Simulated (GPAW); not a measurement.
# CdS (Hawleyite) (F-43m) in GPAW: notebook

Runs on CdS (Hawleyite). Level: LDA. Tasks: dielectric tensor.

Everything below comes from runs of GPAW 26.7.0. Logs are shortened: lines on timing, memory, paths and dates and some standing lists are left out, and cuts for length are marked. The log counts tension as positive stress, the text compression.

### Step 1. The structure

It takes space group F-43m (No. 216, cubic). The conventional cell has a = 5.794 Å, b = 5.794 Å, c = 5.794 Å, α = 90.00°, β = 90.00°, γ = 90.00°. Cd (site symmetry -43m) is surrounded by 4 S at 2.51 Å. S (site symmetry -43m) has 4 Cd at 2.51 Å as nearest neighbours.

### Step 2. Dielectric tensor, LDA

Input file run.py:

```python
import numpy as np
from ase.dft.bandgap import bandgap
from ase.io import read, write
from gpaw import GPAW, PW
from gpaw.response.df import DielectricFunction

atoms = read('POSCAR')

calc = GPAW(mode=PW(400),
            xc='LDA',
            kpts={'size': (6, 6, 6), 'gamma': True},
            occupations={'name': 'fermi-dirac', 'width': 0.001},
            nbands=18,
            convergence={'density': 1e-06},
            maxiter=150,
            txt='gpaw.txt')
atoms.calc = calc
energy = atoms.get_potential_energy()
calc.write('gs.gpw')
write('result.traj', atoms)
print(f'Energy: {energy:.6f} eV')
print('Fermi level:', round(calc.get_fermi_level(), 4), 'eV')
print(f'Gap: {bandgap(calc)[0]:.4f} eV, direct: {bandgap(calc, direct=True)[0]:.4f} eV')

for size in [(20, 20, 20)]:
    name = 'x'.join(str(n) for n in size)
    dense = calc.fixed_density(kpts={'size': size, 'gamma': True},
                               nbands=35, convergence={'bands': 29, 'eigenstates': 1e-7},
                               update_fermi_level=True, txt=f'dense-{name}.txt')
    dense.write(f'{name}.gpw', mode='all')
    df = DielectricFunction(f'{name}.gpw', frequencies=np.array([0.0]), hilbert=False, eta=0.001,
                            ecut=80, nbands=29, intraband=False, txt=f'df-{name}.txt')
    for xc in ['RPA']:
        for direction in ['x', 'y', 'z', [0, 1, 1], [1, 0, 1], [1, 1, 0]]:
            e0, e = df.get_macroscopic_dielectric_constant(xc=xc, direction=direction)
            print(f'{name} {xc} {direction}: {e0:.4f} without, {e:.4f} with local fields')
```

Input file POSCAR:

```
CdS
1.0
    0.0000000000      2.8969255847      2.8969255847
    2.8969255847      0.0000000000      2.8969255847
    2.8969255847      2.8969255847      0.0000000000
Cd S
1 1
Direct
    0.0000000000      0.0000000000      0.0000000000
    0.7500000000      0.7500000000      0.7500000000
```

Potentials or basis: the program's PAW data sets (release 1.2.1) made for this functional, pw.

Launch:

```sh
$ OMP_NUM_THREADS=1 python run.py
```

gpaw.txt:

```text
__  _  _
 | _ |_)|_||  |
 |__||  | ||/\| - 26.7.0

Input parameters:
  mode=PW(ecut=400.0),
  convergence={'density': 1e-06},
  kpts=MonkhorstPack(size=(6, 6, 6), gamma=True),
  maxiter=150,
  nbands=18,
  occupations=Occupations(name='fermi-dirac', width=0.001),
  xc=XC(name='LDA')

Diagonalizing LCAO Hamiltonian
Converting LCAO to pw mode

                     S

       Cd

Atoms  # Å, Bohr magnetons
|   | symbol |        x |        y |        z |    initial magnetic moments |
|---|--------|----------|----------|----------|-----------------------------|
| 0 |     Cd | 0.000000 | 0.000000 | 0.000000 | ( 0.0000,  0.0000,  0.0000) |
| 1 |      S | 4.345388 | 4.345388 | 4.345388 | ( 0.0000,  0.0000,  0.0000) |

Unit cell  # Å
| periodic |        x |        y |        z |  lengths |    angles |
|----------|----------|----------|----------|----------|-----------|
|      yes | 0.000000 | 2.896926 | 2.896926 | 4.096871 | 60.000000 |
|      yes | 2.896926 | 0.000000 | 2.896926 | 4.096871 | 60.000000 |
|      yes | 2.896926 | 2.896926 | 0.000000 | 4.096871 | 60.000000 |

Number of symmetries: 24
Symmetry operations  # r_c * U_cc + t_c -> r_c
|    | kind |            matrix            |
|----|------|------------------------------|
|  0 |  E   |  1, 0, 0,  0, 1, 0,  0, 0, 1 |
|  1 |  σ   |  1, 0, 0,  0, 0, 1,  0, 1, 0 |
|  2 |  σ   |  1, 0,-1,  0, 1,-1,  0, 0,-1 |
|  3 |  C3  |  1, 0,-1,  0, 0,-1,  0, 1,-1 |
|  4 |  C3  |  1,-1, 0,  0,-1, 1,  0,-1, 0 |
|  5 |  σ   |  1,-1, 0,  0,-1, 0,  0,-1, 1 |
|  6 |  σ   |  0, 1, 0,  1, 0, 0,  0, 0, 1 |
|  7 |  C3  |  0, 1, 0,  0, 0, 1,  1, 0, 0 |
|  8 |  C2  |  0, 1,-1,  1, 0,-1,  0, 0,-1 |
|  9 |  S4  |  0, 1,-1,  0, 0,-1,  1, 0,-1 |
| 10 |  C3  |  0, 0, 1,  1, 0, 0,  0, 1, 0 |
| 11 |  σ   |  0, 0, 1,  0, 1, 0,  1, 0, 0 |
| 12 |  S4  |  0, 0,-1,  1, 0,-1,  0, 1,-1 |
| 13 |  C3  |  0, 0,-1,  0, 1,-1,  1, 0,-1 |
| 14 |  S4  |  0,-1, 1,  1,-1, 0,  0,-1, 0 |
| 15 |  C2  |  0,-1, 1,  0,-1, 0,  1,-1, 0 |
| 16 |  C3  |  0,-1, 0,  1,-1, 0,  0,-1, 1 |
| 17 |  S4  |  0,-1, 0,  0,-1, 1,  1,-1, 0 |
| 18 |  S4  | -1, 1, 0, -1, 0, 1, -1, 0, 0 |
| 19 |  C3  | -1, 1, 0, -1, 0, 0, -1, 0, 1 |
| 20 |  C3  | -1, 0, 1, -1, 1, 0, -1, 0, 0 |
| 21 |  S4  | -1, 0, 1, -1, 0, 0, -1, 1, 0 |
| 22 |  σ   | -1, 0, 0, -1, 1, 0, -1, 0, 1 |
| 23 |  C2  | -1, 0, 0, -1, 0, 1, -1, 1, 0 |

BZ-sampling:
  Number of BZ points: 216
  Number of IBZ points: 16

  Monkhorst-Pack size: [6, 6, 6]
  Monkhorst-Pack shift: [0.08333333333333333, 0.08333333333333333, 0.08333333333333333]

K-points  # in reciprocal-cell coordinates
|     |                                coordinates |     weight |
|-----|--------------------------------------------|------------|
|   0 | (  0.00000000,   0.00000000,   0.00000000) | 0.00462963 |
|   1 | (  0.16666667,   0.16666667,   0.00000000) | 0.02777778 |
|   2 | (  0.16666667,   0.16666667,   0.16666667) | 0.03703704 |
|   3 | (  0.33333333,   0.16666667,   0.16666667) | 0.05555556 |
|   4 | (  0.33333333,   0.33333333,  -0.33333333) | 0.05555556 |
|   5 | (  0.33333333,   0.33333333,   0.00000000) | 0.02777778 |
|   6 | (  0.33333333,   0.33333333,   0.16666667) | 0.11111111 |
|   7 | (  0.33333333,   0.33333333,   0.33333333) | 0.03703704 |
|   8 | (  0.50000000,   0.33333333,  -0.33333333) | 0.11111111 |
|   9 | (  0.50000000,   0.33333333,  -0.16666667) | 0.05555556 |
| ... |                                            |            |
|  15 | (  0.50000000,   0.50000000,   0.50000000) | 0.01851852 |

Plane wave coefficients: 899
Cutoff: 400.0 eV

Spin-components: 1 (collinear spins)
Bands:           18
Projectors:      11
Spin-degeneracy: 2
Datatype:        complex128

Parallelization:
  kpt:    1
  domain: 1
  band:   1

Density:
  Valence electrons: 18.0
  Components: 1
  Grid points: [20 20 20]
  Charge: 0.0  # |e|

Potential:
  Grid points: [20 20 20]

species:
  Cd:
    name:    Cadmium
    Z:       48.0
    valence: 12
    core:    36
    charge:  0.0  # [|e|]
    compensation charges:
      type: gauss
      rc: 0.38  # [Å]
      lmax: 2
    cutoffs:
      filter: 2.12  # [Å]
      core: 2.62  # [Å]
    projectors
    | kind |    occ | energy [eV] | rcut [Å] |
    |------|--------|-------------|----------|
    |   5s |  2.000 |      -5.950 |    1.191 |
    |   5p |  0.000 |      -1.328 |    1.228 |
    |   4d | 10.000 |     -11.904 |    1.164 |
    |    s |        |      21.261 |    1.191 |
    |    p |        |      25.883 |    1.228 |
    |    d |        |      15.307 |    1.164 |

    Using partial waves for Cd as LCAO basis

  S:
    name:    Sulfur
    Z:       16.0
    valence: 6
    core:    10
    charge:  0.0  # [|e|]
    compensation charges:
      type: gauss
      rc: 0.24  # [Å]
      lmax: 2
    cutoffs:
      filter: 1.77  # [Å]
      core: 1.66  # [Å]
    projectors
    | kind |    occ | energy [eV] | rcut [Å] |
    |------|--------|-------------|----------|
    |   3s |  2.000 |     -17.278 |    0.974 |
    |   3p |  4.000 |      -7.106 |    0.979 |
    |    s |        |       9.933 |    0.974 |
    |    p |        |      20.105 |    0.979 |
    |    d |        |       0.000 |    0.900 |

    Using partial waves for S as LCAO basis

Reference energy: -162860.550595  # eV

eigensolver:
  PPCG
  Converge bands: occupied
  niter=2

density mixing:
  MSR1-Mixer
  Pratt-step length: 0.05
  Maximum mixing coefficient: 0.75
  Old densities: 10
  SVD Regularization: 0.005
  Good broyden scale: 1.0
  Trust region scale: 1.0
  Backstep threshold: 4.0
  History deletion threshold: 6.0
  Fourier metric: weight=20.0, sigma=0.015

occupation numbers:
  Fermi-Dirac:
    width: 0.0010  # eV

poisson solver:
  ecut: 3200.0  # eV

xc functional:
  name: None

convergence criteria:
- Maximum integral of absolute [dens]ity change: 1e-06 electrons / valence electron
- Maximum [total energy] change in last 3 cyles: 0.0005 eV / valence electron
- Maximum integral of absolute [eigenst]ate change: 4e-08 eV^2 / valence electron
maximum number of iterations: 150

SCF iterations
|iter     | |      energy | eigst |  dens |
|---------|-|-------------|-------|-------|
|iter:   1| |   -7.983142 | -0.42 |       |
|iter:   2| |   -7.879366 | -2.21 | -1.15 |
|iter:   3| |   -7.507309 | -1.64 | -1.20 |
|iter:   4| |   -7.500170 | -3.58 | -1.76 |
|iter:   5| |   -7.498656c| -3.91 | -2.20 |
|iter:   6| |   -7.498649c| -5.50 | -3.00 |
|iter:   7| |   -7.498650c| -6.84 | -3.58 |
|iter:   8| |   -7.498650c| -7.80c| -4.82 |
|iter:   9| |   -7.498650c| -8.41c| -5.37 |
|iter:  10| |   -7.498650c| -8.92c| -6.33c|

Converged in 10 steps
Energy contributions relative to reference atoms: (reference = -162860.550595)

Energy contributions:
  Kinetic:          16.137398
  Coulomb:         -14.563829
  Zero:              0.191406
  External:          0.000000
  Xc:               -9.263625
  Entropy:          -0.000000
  Spinorbit:         0.000000
  ----------------------------
  Free energy:      -7.498650
  Extrapolated:     -7.498650

dipole moment: (-16.401922, -16.401922, -16.401922)  # |e|*Ang

Fermi level: 3.689
Eigenvalues  # (at kpt = [0.000, 0.000, 0.000])
| band index |      eig [eV] | occ [0-2] |
|------------|---------------|-----------|
|          0 |        -8.963 |     2.000 |
|          1 |        -4.254 |     2.000 |
|          2 |        -4.254 |     2.000 |
|          3 |        -4.254 |     2.000 |
|          4 |        -3.730 |     2.000 |
|          5 |        -3.730 |     2.000 |
|          6 |         3.556 |     2.000 |
|          7 |         3.556 |     2.000 |
|          8 |         3.556 |     2.000 |
|          9 |         4.440 |     0.000 |
|         10 |         9.846 |     0.000 |
|         11 |         9.846 |     0.000 |
|         12 |         9.846 |     0.000 |
|         13 |        14.711 |     0.000 |
|         14 |        14.906 |     0.000 |
|         15 |        14.906 |     0.000 |
|         16 |        16.617 |     0.000 |
|         17 |        16.617 |     0.000 |

Gap: 0.884 eV
Transition (v -> c):
  (s=0, k=0, n=8, [0.00, 0.00, 0.00]) -> (s=0, k=0, n=9, [0.00, 0.00, 0.00])
No difference between direct/indirect transitions
# Writing to gs.gpw (mode='')
```

stdout:

```text
Energy: -7.498650 eV
Fermi level: 3.6894 eV
Gap: 0.8839 eV, direct: 0.8839 eV
20x20x20 RPA x: 7.0913 without, 6.4259 with local fields
20x20x20 RPA y: 7.0913 without, 6.4259 with local fields
20x20x20 RPA z: 7.0913 without, 6.4259 with local fields
20x20x20 RPA [0, 1, 1]: 7.0913 without, 6.4259 with local fields
20x20x20 RPA [1, 0, 1]: 7.0913 without, 6.4259 with local fields
20x20x20 RPA [1, 1, 0]: 7.0913 without, 6.4259 with local fields
```

df-20x20x20.txt:

```text
FrequencyGridDescriptor(from 0.000 to 0.000 eV, 1 points)
FrequencyGridDescriptor(from 0.000 to 0.000 eV, 1 points)

Calculating chi0 body with:
    Ground state adapter containing:
    Number of spins: 1
    Number of kpoints: 8000
    Number of irreducible kpoints: 256
    Number of completely occupied states: 9
    Number of partially occupied states: 9

    Linear response parametrization:
    q_c: [0.0, 0.0, 0.0]
    Number of frequency points: 1
    Planewave cutoff: 80.0
    Number of bands: 29
    Number of planewaves: 65
    Broadening (eta): 0.001

Integrating chi0 body.

Symmetries of q_c:
    Direct symmetries (Uq -> q): 24
    Indirect symmetries (TUq -> q): 24
In total 48 allowed symmetries.

Integral kind: response function

Calculating chi0 optical extensions with:
    Ground state adapter containing:
    Number of spins: 1
    Number of kpoints: 8000
    Number of irreducible kpoints: 256
    Number of completely occupied states: 9
    Number of partially occupied states: 9

    Linear response parametrization:
    Number of frequency points: 1
    Planewave cutoff: 80.0
    Number of bands: 29
    Number of planewaves: 65
    Broadening (eta): 0.001
Integrating chi0 head and wings.

Symmetries of q_c:
    Direct symmetries (Uq -> q): 24
    Indirect symmetries (TUq -> q): 24
In total 48 allowed symmetries.

Integral kind: response function wings

Finished calculating chi0
```

It took 3.8 min on 1 thread of Intel Xeon at 2.50GHz (Skylake/Cascade Lake), shared host; peak memory 0.46 GiB.

What came out:

```yaml
Free_energy: -7.4987 eV
Band_gap_on_the_k_mesh: 0.88 eV, direct
Electronic_dielectric_tensor_diagonal: 6.43
```

Electronic dielectric tensor:
```
6.43 0.00 0.00
0.00 6.43 0.00
0.00 0.00 6.43
```

Caveat: the long-wavelength limit can be off by several per cent where d states take part. A hybrid or GW would open this gap; LDA tends to underestimate it.

### Step 3. Dielectric tensor, LDA

This run uses another cell than the first one, of 24.81 Å³/atom, 1.020 times its volume.

run.py is that of step 2.

Input file POSCAR:

```
CdS
1.0
    0.0000000000      2.9165000000      2.9165000000
    2.9165000000      0.0000000000      2.9165000000
    2.9165000000      2.9165000000      0.0000000000
Cd S
1 1
Direct
    0.0000000000      0.0000000000      0.0000000000
    0.7500000000      0.7500000000      0.7500000000
```

Potentials or basis: the program's PAW data sets (release 1.2.1) made for this functional, pw.

Launch:

```sh
$ OMP_NUM_THREADS=1 python run.py
```

gpaw.txt:

```text
__  _  _
 | _ |_)|_||  |
 |__||  | ||/\| - 26.7.0

Input parameters:
  mode=PW(ecut=400.0),
  convergence={'density': 1e-06},
  kpts=MonkhorstPack(size=(6, 6, 6), gamma=True),
  maxiter=150,
  nbands=18,
  occupations=Occupations(name='fermi-dirac', width=0.001),
  xc=XC(name='LDA')

Diagonalizing LCAO Hamiltonian
Converting LCAO to pw mode

                     S

       Cd

Atoms  # Å, Bohr magnetons
|   | symbol |        x |        y |        z |    initial magnetic moments |
|---|--------|----------|----------|----------|-----------------------------|
| 0 |     Cd | 0.000000 | 0.000000 | 0.000000 | ( 0.0000,  0.0000,  0.0000) |
| 1 |      S | 4.374750 | 4.374750 | 4.374750 | ( 0.0000,  0.0000,  0.0000) |

Unit cell  # Å
| periodic |        x |        y |        z |  lengths |    angles |
|----------|----------|----------|----------|----------|-----------|
|      yes | 0.000000 | 2.916500 | 2.916500 | 4.124554 | 60.000000 |
|      yes | 2.916500 | 0.000000 | 2.916500 | 4.124554 | 60.000000 |
|      yes | 2.916500 | 2.916500 | 0.000000 | 4.124554 | 60.000000 |

Number of symmetries: 24
Symmetry operations  # r_c * U_cc + t_c -> r_c
|    | kind |            matrix            |
|----|------|------------------------------|
|  0 |  E   |  1, 0, 0,  0, 1, 0,  0, 0, 1 |
|  1 |  σ   |  1, 0, 0,  0, 0, 1,  0, 1, 0 |
|  2 |  σ   |  1, 0,-1,  0, 1,-1,  0, 0,-1 |
|  3 |  C3  |  1, 0,-1,  0, 0,-1,  0, 1,-1 |
|  4 |  C3  |  1,-1, 0,  0,-1, 1,  0,-1, 0 |
|  5 |  σ   |  1,-1, 0,  0,-1, 0,  0,-1, 1 |
|  6 |  σ   |  0, 1, 0,  1, 0, 0,  0, 0, 1 |
|  7 |  C3  |  0, 1, 0,  0, 0, 1,  1, 0, 0 |
|  8 |  C2  |  0, 1,-1,  1, 0,-1,  0, 0,-1 |
|  9 |  S4  |  0, 1,-1,  0, 0,-1,  1, 0,-1 |
| 10 |  C3  |  0, 0, 1,  1, 0, 0,  0, 1, 0 |
| 11 |  σ   |  0, 0, 1,  0, 1, 0,  1, 0, 0 |
| 12 |  S4  |  0, 0,-1,  1, 0,-1,  0, 1,-1 |
| 13 |  C3  |  0, 0,-1,  0, 1,-1,  1, 0,-1 |
| 14 |  S4  |  0,-1, 1,  1,-1, 0,  0,-1, 0 |
| 15 |  C2  |  0,-1, 1,  0,-1, 0,  1,-1, 0 |
| 16 |  C3  |  0,-1, 0,  1,-1, 0,  0,-1, 1 |
| 17 |  S4  |  0,-1, 0,  0,-1, 1,  1,-1, 0 |
| 18 |  S4  | -1, 1, 0, -1, 0, 1, -1, 0, 0 |
| 19 |  C3  | -1, 1, 0, -1, 0, 0, -1, 0, 1 |
| 20 |  C3  | -1, 0, 1, -1, 1, 0, -1, 0, 0 |
| 21 |  S4  | -1, 0, 1, -1, 0, 0, -1, 1, 0 |
| 22 |  σ   | -1, 0, 0, -1, 1, 0, -1, 0, 1 |
| 23 |  C2  | -1, 0, 0, -1, 0, 1, -1, 1, 0 |

BZ-sampling:
  Number of BZ points: 216
  Number of IBZ points: 16

  Monkhorst-Pack size: [6, 6, 6]
  Monkhorst-Pack shift: [0.08333333333333333, 0.08333333333333333, 0.08333333333333333]

K-points  # in reciprocal-cell coordinates
|     |                                coordinates |     weight |
|-----|--------------------------------------------|------------|
|   0 | (  0.00000000,   0.00000000,   0.00000000) | 0.00462963 |
|   1 | (  0.16666667,   0.16666667,   0.00000000) | 0.02777778 |
|   2 | (  0.16666667,   0.16666667,   0.16666667) | 0.03703704 |
[... 58 lines left out ...]

  S:
    name:    Sulfur
    Z:       16.0
    valence: 6
    core:    10
    charge:  0.0  # [|e|]
    compensation charges:
      type: gauss
      rc: 0.24  # [Å]
      lmax: 2
    cutoffs:
      filter: 1.77  # [Å]
      core: 1.66  # [Å]
    projectors
    | kind |    occ | energy [eV] | rcut [Å] |
    |------|--------|-------------|----------|
    |   3s |  2.000 |     -17.278 |    0.974 |
    |   3p |  4.000 |      -7.106 |    0.979 |
    |    s |        |       9.933 |    0.974 |
    |    p |        |      20.105 |    0.979 |
    |    d |        |       0.000 |    0.900 |

    Using partial waves for S as LCAO basis

Reference energy: -162860.550595  # eV

eigensolver:
  PPCG
  Converge bands: occupied
  niter=2

density mixing:
  MSR1-Mixer
  Pratt-step length: 0.05
  Maximum mixing coefficient: 0.75
  Old densities: 10
  SVD Regularization: 0.005
  Good broyden scale: 1.0
  Trust region scale: 1.0
  Backstep threshold: 4.0
  History deletion threshold: 6.0
  Fourier metric: weight=20.0, sigma=0.015

occupation numbers:
  Fermi-Dirac:
    width: 0.0010  # eV

poisson solver:
  ecut: 3200.0  # eV

xc functional:
  name: None

convergence criteria:
- Maximum integral of absolute [dens]ity change: 1e-06 electrons / valence electron
- Maximum [total energy] change in last 3 cyles: 0.0005 eV / valence electron
- Maximum integral of absolute [eigenst]ate change: 4e-08 eV^2 / valence electron
maximum number of iterations: 150

SCF iterations
|iter     | |      energy | eigst |  dens |
|---------|-|-------------|-------|-------|
|iter:   1| |   -7.972693 | -0.46 |       |
|iter:   2| |   -7.867718 | -2.24 | -1.15 |
|iter:   3| |   -7.495242 | -1.64 | -1.19 |
|iter:   4| |   -7.488141 | -3.60 | -1.75 |
|iter:   5| |   -7.486620c| -3.91 | -2.20 |
|iter:   6| |   -7.486615c| -5.52 | -3.03 |
|iter:   7| |   -7.486616c| -6.84 | -3.57 |
|iter:   8| |   -7.486616c| -7.80c| -4.82 |
|iter:   9| |   -7.486616c| -8.42c| -5.34 |
|iter:  10| |   -7.486616c| -8.95c| -6.35c|

Converged in 10 steps
Energy contributions relative to reference atoms: (reference = -162860.550595)

Energy contributions:
  Kinetic:          14.760494
  Coulomb:         -13.477874
  Zero:              0.193742
  External:          0.000000
  Xc:               -8.962978
  Entropy:          -0.000000
  Spinorbit:         0.000000
  ----------------------------
  Free energy:      -7.486616
  Extrapolated:     -7.486616

dipole moment: (-16.555303, -16.555303, -16.555303)  # |e|*Ang

Fermi level: 3.444
Eigenvalues  # (at kpt = [0.000, 0.000, 0.000])
| band index |      eig [eV] | occ [0-2] |
|------------|---------------|-----------|
|          0 |        -9.059 |     2.000 |
|          1 |        -4.398 |     2.000 |
|          2 |        -4.398 |     2.000 |
|          3 |        -4.398 |     2.000 |
|          4 |        -3.901 |     2.000 |
|          5 |        -3.901 |     2.000 |
[... 10 lines left out ...]
|         16 |        16.339 |     0.000 |
|         17 |        16.339 |     0.000 |

Gap: 0.842 eV
Transition (v -> c):
  (s=0, k=0, n=8, [0.00, 0.00, 0.00]) -> (s=0, k=0, n=9, [0.00, 0.00, 0.00])
No difference between direct/indirect transitions
# Writing to gs.gpw (mode='')
```

stdout:

```text
Energy: -7.486616 eV
Fermi level: 3.4441 eV
Gap: 0.8418 eV, direct: 0.8418 eV
20x20x20 RPA x: 7.1477 without, 6.4792 with local fields
20x20x20 RPA y: 7.1477 without, 6.4792 with local fields
20x20x20 RPA z: 7.1477 without, 6.4792 with local fields
20x20x20 RPA [0, 1, 1]: 7.1477 without, 6.4792 with local fields
20x20x20 RPA [1, 0, 1]: 7.1477 without, 6.4792 with local fields
20x20x20 RPA [1, 1, 0]: 7.1477 without, 6.4792 with local fields
```

It took 4 min on 1 thread of Intel Xeon at 2.50GHz (Skylake/Cascade Lake), shared host; peak memory 0.46 GiB.

What came out:

| Property | Result |
| --- | --- |
| Free energy | -7.4866 eV |
| Band gap on the k mesh | 0.84 eV, direct |
| Electronic dielectric tensor (diagonal) | 6.48 |

Electronic dielectric tensor:
```
6.48 0.00 0.00
0.00 6.48 0.00
0.00 0.00 6.48
```

Caveat: the long-wavelength limit can be off by several per cent where d states take part. A k mesh can miss the band edges.

[end of part 1 of 2]
